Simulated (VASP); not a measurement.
Write the native input for VASP 6.6.1 that does the following.

```
Task                   : relaxation of cell and atoms
Functional             : PBE
Potentials or basis    : VASP PAW PBE potentials, release 64 (Si, C)
Cutoff                 : 600 eV
k mesh                 : 9 × 9 × 6
Occupations            : gaussian, width 0.05 eV
Spin                   : no spin polarisation
Further INCAR settings : ALGO = Normal; EDIFF = 1e-06; IBRION = 2; EDIFFG = -0.01; NSW = 40; ISIF = 3
```

The structure of SiC lies in POSCAR:

```
SiC
1.0
    0.0000000000     -2.1740000000     -2.1740000000
    0.0000000000      2.1740000000     -2.1740000000
    4.3480000000      0.0000000000      0.0000000000
Si C
2 2
Direct
    0.4985606300      0.4983789700      0.4980589600
    0.0018930000      0.0127189800      0.0060094300
    0.0027547100      0.4939543200      0.2504868800
    0.4967916500      0.9949477300      0.7454447300
```

The cell isn't the ideal one: all atoms moved at random, sigma 0.02 Å a component.

One way to write it, as run:

INCAR

```
PREC = Accurate
ENCUT = 600
EDIFF = 1E-6
ISMEAR = 0
SIGMA = 0.05
LREAL = F
LASPH = T
NELM = 80
ALGO = Normal
ISIF = 3
LWAVE = F
LCHARG = F
GGA = PE
IBRION = 2
NSW = 40
EDIFFG = -0.01
```

KPOINTS

```
Automatic mesh
0
Gamma
  9 9 6
```

Potentials or basis: VASP PAW PBE potentials, release 64 (Si, C).

Launch:

```sh
$ cat potpaw_PBE.64/Si/POTCAR potpaw_PBE.64/C/POTCAR > POTCAR
$ mpirun -np 1 vasp_std > vasp.out
```

It gave:

```json
{
 "Relaxed volume": "10.49 Å³/atom",
 "Relaxed cell": "a = 3.096 Å, b = 3.096 Å, c = 4.378 Å, α = 90.00°, β = 90.00°, γ = 90.00°",
 "Space group after relaxing (to 0.05 Å)": "F-43m (No. 216)",
 "Energy gained by relaxing": "18.5 meV/atom",
 "Ionic steps": "12",
 "Pressure after relaxing": "0.0 GPa",
 "Largest force after relaxing": "0.006 eV/Å",
 "Band gap on the k mesh": "1.37 eV"
}
```

Caveat: an odd mesh through Γ misses points on the zone boundary, where band edges often lie.

Run time: 10 min on 1 thread of Intel(R) Xeon(R) Platinum 8375C CPU @ 2.90GHz (Ice Lake) (shared host), peak memory 0.28 GiB.
